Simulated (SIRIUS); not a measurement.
Ti:

```
Ti
1.0
     2.95000    0.00000    0.00000
    -1.47500    2.55477    0.00000
     0.00000    0.00000    4.68000
Ti
2
Direct
  0.66667 0.33333 0.75000
  0.33333 0.66667 0.25000
```

Base run:

| Property | Result |
| --- | --- |
| Program | SIRIUS 7.10.0 |
| Functional | PBE |
| Potentials or basis | PseudoDojo 0.4.1 PBE standard (scalar relativistic) |
| Cutoff | 1152 eV |
| Density cutoff | 4606 eV |
| k mesh | 8 × 8 × 5 |
| Occupations | fermi-dirac, width 0.05 eV |
| Spin | no spin polarisation |

Its results: band gap on the k mesh none (metal or under the smearing width); pressure -1.4 GPa.

Q: The run is repeated on the same cell with these changes: functional from PBE to PW91; libxc names from ["XC_GGA_X_PBE", "XC_GGA_C_PBE"] to ["XC_GGA_X_PW91", "XC_GGA_C_PW91"]. What comes out?

A: Band gap on the k mesh none (metal or under the smearing width); pressure -2.0 GPa.

Caveats: the potentials were made for another functional, which shifts forces and pressure (some runs).
